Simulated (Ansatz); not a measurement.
## Lattice vibrations of MoP at Γ at 2 GPa

Theory: DFT LDA, scalar-relativistic, plane waves, PAW in Ansatz. Settings: 420 eV plane-wave cutoff, Γ-centred 18×18×14 mesh, Fermi-Dirac smearing of 0.15 eV. No spin polarisation. Phonons by linear response, acoustic sum rule imposed.

The cell, relaxed at 2 GPa:
```
Mo P
1.0
     3.18335    0.00000    0.00000
    -1.59168    2.75687    0.00000
     0.00000    0.00000    3.15008
Mo P
1 1
Direct
  0.00000 0.00000 0.00000
  0.33333 0.66667 0.50000
```

In a metal, frequencies and elastic constants depend on the k mesh and the smearing, soft modes and shear constants most.

Problem. Is this structure stable against zone-centre distortions?

Solution. Yes, at Γ: no optical mode is imaginary. Strains and other wave vectors aren't tested by this run.

Problem. List the optical modes at Γ (i marks imaginary ones).

Solution.
```tsv
frequency (meV)	degeneracy
51.7	1
52.1	2
```

Cost: 1 run of about 0.91 core-minutes, on Intel Xeon Platinum 8559C (Emerald Rapids) (shared hosts).